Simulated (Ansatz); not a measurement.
**SiO2: the gap under pressure**

SiO2, P4_32_12, a = 4.982 Å, c = 6.921 Å. This isn't the usual stable structure of the compound. Ansatz: r2SCAN, PAW, 500 eV, Γ-centred 6×6×4 mesh on 12 atoms, Gaussian smearing 0.02 eV; no spin polarisation. Cell and atoms are relaxed at each pressure, and no other structure is tried, so the rows at high pressure may lie past a change of phase. The gap is sought over the whole zone. The pressures are the targets, met within 0.04 GPa.

| P (GPa) | gap y (eV) |
| --- | --- |
| -2.0 | ? |
| 0.0 | 6.345 |
| 2.0 | 6.563 |
| 5.0 | 6.729 |
| 10.0 | 6.863 |
| 20.0 | 6.974 |

Question: Fit y = E0 + αP + βP² to the other rows and predict the missing gap.

Answer: Least squares on the rows shown. y = 6.3848 + 0.073947 P − 0.0022416 P². So α = 73.9 meV/GPa, but the rows at 0 and 2 GPa alone give 109 meV/GPa, so the parabola doesn't give the slope at zero pressure. With a term in P³ added, the coefficient of P becomes 0.1158, 57 % more, which shows how far this figure hangs on the form. At P = -2.0 the fit asked for gives 6.228 eV. The run gave 6.033 eV, so the fit is 0.195 eV too high, 21 % of the span of the series, against an rms of 0.033 eV on the fitted rows. The row lies outside the fitted range. With a term in P³ added, a fit to the same known rows predicts 6.082 eV, so most of the miss is curvature that the known rows already hold. The records add, with no proof that it causes the miss: the volume changes by 16 % between this run and its neighbour, so the pressure is a poor measure of the compression there. The parabola turns at P = 16.5, between the two outer rows, which can neither show nor exclude a turn there.

Semilocal functionals give gaps under the measured ones; changes of the gap mostly carry over better.